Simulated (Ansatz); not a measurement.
GeO₂ (alpha-quartz type, space group P3_121)

```
GeO2
1.0
    5.09349     0.00000     0.00000
   -2.54674     4.41109     0.00000
    0.00000     0.00000     5.76775
Ge O
3 6
Direct
  0.45565   0.00000   0.83333
  0.00000   0.45565   0.16667
  0.54435   0.54435   0.50000
  0.39740   0.29816   0.74186
  0.70184   0.09924   0.07519
  0.90076   0.60260   0.40853
  0.09924   0.70184   0.92481
  0.29816   0.39740   0.25814
  0.60260   0.90076   0.59147
```

A phonon eigenvector at Γ is frozen into this cell: atom i moves by Q times the vector below, so Q is the largest atomic displacement, in Å. The cell is held. It is one choice among 2 degenerate patterns.

```csv
atom,x,y,z
Ge1,0.000,-0.149,-0.197
Ge2,-0.247,0.280,0.098
Ge3,0.247,0.280,0.098
O4,-0.358,0.068,0.276
O5,0.090,-0.431,0.319
O6,-0.567,-0.570,-0.595
O7,0.358,0.068,0.276
O8,0.567,-0.570,-0.595
O9,-0.090,-0.431,0.319
```

These are PBE (plane waves to 420 eV, PAW, scalar-relativistic; Ansatz, an electronic-structure program) values and carry that method's errors. k mesh 8×8×6 (Γ-centred), Fermi-Dirac smearing 0.05 eV. GeO2 was relaxed with its symmetry unable to fall. 

```json
[
 {"Q (Å)": "-0.180", "−dE/dQ from forces (eV/Å)": "13.871"},
 {"Q (Å)": "-0.150", "−dE/dQ from forces (eV/Å)": "11.655"},
 {"Q (Å)": "-0.120", "−dE/dQ from forces (eV/Å)": "9.386"},
 {"Q (Å)": "-0.090", "−dE/dQ from forces (eV/Å)": "7.075"},
 {"Q (Å)": "-0.060", "−dE/dQ from forces (eV/Å)": "4.734"},
 {"Q (Å)": "-0.030", "−dE/dQ from forces (eV/Å)": "2.372"},
 {"Q (Å)": "0.000", "−dE/dQ from forces (eV/Å)": "0.000"},
 {"Q (Å)": "0.030", "−dE/dQ from forces (eV/Å)": "-2.372"},
 {"Q (Å)": "0.060", "−dE/dQ from forces (eV/Å)": "-4.734"},
 {"Q (Å)": "0.090", "−dE/dQ from forces (eV/Å)": "-7.075"},
 {"Q (Å)": "0.120", "−dE/dQ from forces (eV/Å)": "-9.386"},
 {"Q (Å)": "0.150", "−dE/dQ from forces (eV/Å)": "-11.655"},
 {"Q (Å)": "0.180", "−dE/dQ from forces (eV/Å)": "-13.871"}
]
```

Q: What harmonic wavenumber does the curvature at Q = 0 give?

A: 538 cm⁻¹. E″ = 79.12 eV/Å², M = Σ mᵢ|uᵢ|² = 74.2 u, ν̃ = 521.5·√(|E″|/M).

(For displaced atoms, the force is minus the slope of the energy, and its curvature is a force constant, which sets phonon frequencies.)
